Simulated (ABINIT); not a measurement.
The system is P.

```
P
1.0
     1.64774   -5.46504    0.00000
     1.64774    5.46504    0.00000
     0.00000    0.00000    4.54364
P
4
Direct
  0.90414 0.09586 0.58882
  0.09586 0.90414 0.41118
  0.59586 0.40414 0.08882
  0.40414 0.59586 0.91118
```

| Quantity | Value |
| --- | --- |
| Program | ABINIT 10.8.3 (patched build) |
| Task | relaxation of cell and atoms |
| Functional | PBEsol |
| Potentials or basis | PseudoDojo NC SR PBEsol v0.4.1 standard |
| Cutoff | 599 eV |
| k mesh | 8 × 8 × 6 |
| Occupations | fermi-dirac, width 0.05 eV |
| Spin | no spin polarisation |

At the start: pressure -0.6 GPa; volume 20.46 Å³/atom.

Where does the relaxation end?

Over 19 steps the energy falls by 21.2 meV/atom and the volume is 17.85 Å³/atom (-12.8 %); space group Cmce (No. 64, to 0.05 Å).

The path:
```
step  energy change (eV)  largest force (eV/Å)  pressure (GPa)  volume (Å³)
   1              0.0000                0.2967           -0.64        81.83
   2             -0.0042                0.2548           -0.66        81.67
   3             -0.0215                0.1392           -0.71        80.21
   4             -0.0247                0.1385           -0.60        79.75
   5             -0.0403                0.0615            0.23        76.99
   6             -0.0488                0.0550            0.66        75.44
   7             -0.0605                0.1643            1.15        73.05
   8             -0.0702                0.1832            0.94        72.14
   9             -0.0795                0.0998            0.22        71.55
  10             -0.0810                0.0348           -0.06        71.47
  11             -0.0816                0.0402           -0.15        71.42
  12             -0.0819                0.0582           -0.14        71.39
  13             -0.0824                0.0759           -0.09        71.33
  14             -0.0832                0.0814            0.02        71.28
  15             -0.0841                0.0576            0.13        71.31
  16             -0.0845                0.0242            0.13        71.33
  17             -0.0846                0.0102            0.07        71.34
  18             -0.0847                0.0061            0.03        71.37
  19             -0.0847                0.0026            0.01        71.39
```

Final structure:
```
P
1.0
     1.65799   -5.13298    0.00000
     1.65799    5.13298    0.00000
     0.00000    0.00000    4.19415
P
4
Direct
  0.89447 0.10553 0.57262
  0.10553 0.89447 0.42738
  0.60553 0.39447 0.07262
  0.39447 0.60553 0.92738
```
